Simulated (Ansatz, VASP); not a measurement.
**Two plane-wave programs on ZnS (Wurtzite-2H)**

```
Zn S
1.0
     3.81100    0.00000    0.00000
    -1.90550    3.30042    0.00000
     0.00000    0.00000    6.23400
Zn S
2 2
Direct
  0.66667 0.33333 0.50000
  0.33333 0.66667 0.00000
  0.66667 0.33333 0.88500
  0.33333 0.66667 0.38500
```

Alike in both runs: task relaxation of cell and atoms; functional RPBE; dispersion D4; k mesh 8 × 8 × 5; occupations fermi-dirac, width 0.05 eV; no spin polarisation.

|  | VASP | Ansatz |
| --- | --- | --- |
| version | VASP 6.6.1 | Ansatz 0.2.0 |
| potentials or method | VASP PAW PBE potentials, release 64 (Zn, S) | Ansatz PAW |
| plane-wave cutoff (eV) | 600 | 420 |
| valence electrons in the cell | 36 | 36 |

```tsv
	VASP	Ansatz	Ansatz less VASP
gap on the k mesh at the Fermi level, each at its own relaxed structure (eV)	2.44	2.45	+0.009
relaxed volume (Å³/atom)	19.33	19.29	-0.041
relaxed cell length with the largest relative difference (Å)	6.221	6.216	-0.0055
energy change over the relaxation (meV/atom)	-6	-7	-0.2
```

Caveats: the PAW data sets were made with another functional, which shifts forces and pressure a little (VASP); odd divisions of the mesh miss points on the zone boundary, where band edges often lie, so the gap on the mesh can be too wide (Ansatz); the plane-wave basis is chosen anew once the cell has moved, so the energies of steps on either side of that aren't comparable (Ansatz); the PAW data sets come from PBE, with cores solved anew for the run's functional, which leaves a small shift of forces and pressure (Ansatz). A hybrid or GW would open this gap; RPBE tends to underestimate it.
